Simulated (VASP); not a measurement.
HgTe under changes of volume

One of the cells (26.671 Å³/atom); the others are scaled copies at fixed shape and fractional positions:

```
Hg Te
1.0
    -2.94691    2.94691    1.53558
     2.94691   -2.94691    1.53558
     2.94691    2.94691   -1.53558
Hg Te
1 1
Cartesian
  0.0000 2.9469 0.7678
  2.9469 2.9469 1.5356
```

Measurements of this composition are mostly on another form, of space group No. 216.

| Quantity | Value |
| --- | --- |
| Program | VASP 6.6.1 |
| Functional | PBEsol |
| Potentials or basis | VASP PAW PBE potentials, release 64 (Hg, Te) |
| Cutoff | 520 eV |
| k mesh | 8 × 8 × 8 |
| Occupations | fermi-dirac, width 0.05 eV |
| Spin | no spin polarisation |

| volume (Å³/atom) | energy over the lowest point (meV/atom) | pressure (GPa) |
| --- | --- | --- |
| 25.604 | ? | ? |
| 26.137 | 2.01 | 1.2 |
| 26.671 | 0.00 | 0.0 |
| 27.204 | 1.77 | -1.1 |
| 27.738 | 6.87 | -2.0 |

Task: What does the run at 25.604 Å³/atom give?

Result: Energy over the lowest point 8.33 meV/atom; pressure 2.6 GPa.

Worked out: A Birch-Murnaghan fit of order 2 (a polynomial in V^(-2/3)) to the other rows has its minimum at 26.68 Å³/atom with B0 = V·E''(V) = 56 GPa at fixed shape and positions, which overstates the stiffness. It gives 8.11 meV/atom at 25.604 Å³/atom, against the run's 8.33, and -dE/dV = 2.5 GPa, against 2.6.

Energies are extrapolated to zero smearing.

Caveats: the PAW data sets were made with another functional, which shifts forces and pressure a little.
